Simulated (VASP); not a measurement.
Method: r2SCAN meta-GGA, VASP's PBE PAW potentials (set 64) (plane waves; VASP).

The input files of a VASP run:

### KPOINTS
```
Automatic mesh
0
Gamma
8 8 5
0 0 0
```

POSCAR:
```
BeO
1
    1.3500000000    -2.3382690000     0.0000000000
    1.3500000000     2.3382690000     0.0000000000
    0.0000000000     0.0000000000     4.3800000000
Be O
2 2
Direct
  0.6666670000   0.3333330000   0.5000000000
  0.3333330000   0.6666670000   0.0000000000
  0.6666670000   0.3333330000   0.8780000000
  0.3333330000   0.6666670000   0.3780000000
```

**INCAR**
```
SYSTEM = BeO
LCHARG = .FALSE.
LREAL = .FALSE.
NSW = 60   ! most ionic steps
IBRION = 2   ! conjugate gradients
PREC = Accurate
NELM = 100   ! most electronic steps
SIGMA = 0.05   ! width (eV)
ISMEAR = 0
LASPH = .TRUE.
EDIFF = 1E-6   ! SCF stop (eV)
ENCUT = 520   ! plane-wave cut-off (eV)
EDIFFG = -0.02   ! ionic stop
LMIXTAU = .TRUE.
ALGO = Normal
METAGGA = R2SCAN
ISIF = 3   ! ions, shape and volume
LWAVE = .FALSE.
```

POTCAR, in this order: Be O (PBE.64 set). Program: vasp_std.

What VASP printed:

File OSZICAR:
```
       N       E                     dE             d eps       ncg     rms          rms(c)
DAV:   1     0.573523097226E+02    0.57352E+02   -0.91546E+03   720   0.131E+03
DAV:   2    -0.360417110299E+02   -0.93394E+02   -0.88434E+02   944   0.291E+02
DAV:   3    -0.393653871116E+02   -0.33237E+01   -0.33113E+01   960   0.584E+01
DAV:   4    -0.393896841727E+02   -0.24297E-01   -0.24287E-01   884   0.574E+00
DAV:   5    -0.393899746349E+02   -0.29046E-03   -0.29043E-03   944   0.537E-01    0.861E+00
DAV:   6    -0.334372080670E+02    0.59528E+01   -0.44755E+00   800   0.182E+01    0.284E+00
DAV:   7    -0.322123049090E+02    0.12249E+01   -0.68252E-01   892   0.102E+01    0.191E+00
DAV:   8    -0.351624304891E+02   -0.29501E+01   -0.73670E-01   720   0.868E+00    0.135E+00
DAV:   9    -0.323741611117E+02    0.27883E+01   -0.48057E-01   720   0.727E+00    0.127E-01
DAV:  10    -0.325872506154E+02   -0.21309E+00   -0.89422E-02   720   0.409E+00    0.158E-01
DAV:  11    -0.325883769844E+02   -0.11264E-02   -0.15063E-03   960   0.394E-01    0.143E-01
DAV:  12    -0.325892178201E+02   -0.84084E-03   -0.62407E-03   836   0.751E-01    0.176E-01
DAV:  13    -0.325898160190E+02   -0.59820E-03   -0.12074E-03   768   0.414E-01    0.451E-02
DAV:  14    -0.325897201779E+02    0.95841E-04   -0.61495E-05   792   0.111E-01    0.503E-02
DAV:  15    -0.325897627868E+02   -0.42609E-04   -0.32460E-05   868   0.697E-02    0.279E-02
DAV:  16    -0.325897461712E+02    0.16616E-04   -0.44852E-05   888   0.674E-02    0.106E-03
DAV:  17    -0.325897633291E+02   -0.17158E-04   -0.11265E-06   568   0.129E-02    0.209E-03
DAV:  18    -0.325897622838E+02    0.10452E-05   -0.28375E-07   492   0.802E-03    0.371E-04
DAV:  19    -0.325897639044E+02   -0.16205E-05   -0.34167E-08   464   0.266E-03    0.167E-04
DAV:  20    -0.325897640698E+02   -0.16546E-06   -0.76705E-09   432   0.124E-03
   1 F= -.32589764E+02 E0= -.32589764E+02  d E =-.325898E+02
       N       E                     dE             d eps       ncg     rms          rms(c)
DAV:   1    -0.325948256275E+02   -0.50617E-02   -0.86628E-02   800   0.339E+00    0.493E-01
DAV:   2    -0.325903228886E+02    0.45027E-02   -0.13392E-02   828   0.121E+00    0.934E-02
DAV:   3    -0.325901241501E+02    0.19874E-03   -0.90846E-04   812   0.318E-01    0.264E-02
DAV:   4    -0.325901941436E+02   -0.69993E-04   -0.19313E-04   728   0.200E-01    0.164E-02
DAV:   5    -0.325901274771E+02    0.66667E-04   -0.85332E-05   740   0.138E-01    0.226E-03
DAV:   6    -0.325901860428E+02   -0.58566E-04   -0.58856E-06   808   0.389E-02    0.142E-03
DAV:   7    -0.325901745147E+02    0.11528E-04   -0.17686E-06   620   0.187E-02    0.177E-03
DAV:   8    -0.325901823954E+02   -0.78807E-05   -0.50448E-07   472   0.102E-02    0.612E-04
DAV:   9    -0.325901813446E+02    0.10508E-05   -0.77128E-08   388   0.302E-03    0.952E-05
DAV:  10    -0.325901812114E+02    0.13314E-06   -0.77913E-09   376   0.120E-03
   2 F= -.32590181E+02 E0= -.32590181E+02  d E =-.417142E-03
```

**OUTCAR**
```
------------------------ aborting loop because EDIFF is reached ----------------------------------------
  FORCE on cell =-STRESS in cart. coord.  units (eV):
  Direction    XX          YY          ZZ          XY          YZ          ZX
  --------------------------------------------------------------------------------------
  Total        0.0669046      0.0669047      0.0766440      0.0000000      0.0000000      0.0000000
  in kB        3.9035635      3.9035649      4.4718077      0.0000000      0.0000000      0.0000000
  external PRESSURE =       4.0929787 kB  Pullay stress =       0.0000000 kB
  volume of cell :       27.46
      direct lattice vectors                 reciprocal lattice vectors
     1.346426605 -2.332079694  0.000000000     0.371353328 -0.214400906  0.000000000
     1.346426605  2.332079694  0.000000000     0.371353328  0.214400906  0.000000000
     0.000000000  0.000000000  4.372697803     0.000000000  0.000000000  0.228691770
 POSITION                                       TOTAL-FORCE (eV/Angst)
 -----------------------------------------------------------------------------------
      1.34643     -0.77736      2.18639        -0.000000      0.000000      0.004206
      1.34643      0.77736      0.00004        -0.000000      0.000000      0.004206
      1.34643     -0.77736      3.83919         0.000000      0.000000     -0.004206
      1.34643      0.77736      1.65284        -0.000000     -0.000000     -0.004206
 -----------------------------------------------------------------------------------
    total drift:                               -0.000000      0.001584      0.001885
  FREE ENERGIE OF THE ION-ELECTRON SYSTEM (eV)
  ---------------------------------------------------
  free  energy   TOTEN  =       -32.5901812114 eV

  energy  without entropy=      -32.5901812114  energy(sigma->0) =      -32.59018121

 reached required accuracy - stopping structural energy minimisation
```
(Selected blocks of OUTCAR.)

**CONTCAR**
```
BeO
   1.00000000000000
     1.3464266045708222   -2.3320796943070996    0.0000000000000000
     1.3464266045708222    2.3320796943070996    0.0000000000000000
     0.0000000000000000    0.0000000000000000    4.3726978034412580
  Be              O
     2     2
Direct
     0.6666669999999968    0.3333330000000032    0.5000096646980896
     0.3333330000000032    0.6666669999999968    0.0000096646980896
     0.6666669999999968    0.3333330000000032    0.8779903353019105
     0.3333330000000032    0.6666669999999968    0.3779903353019105
```

The compound is BeO in the wurtzite structure. This run relaxes it. Symmetry was kept, so distortions that lower it aren't found. The start is the result of an earlier pass.
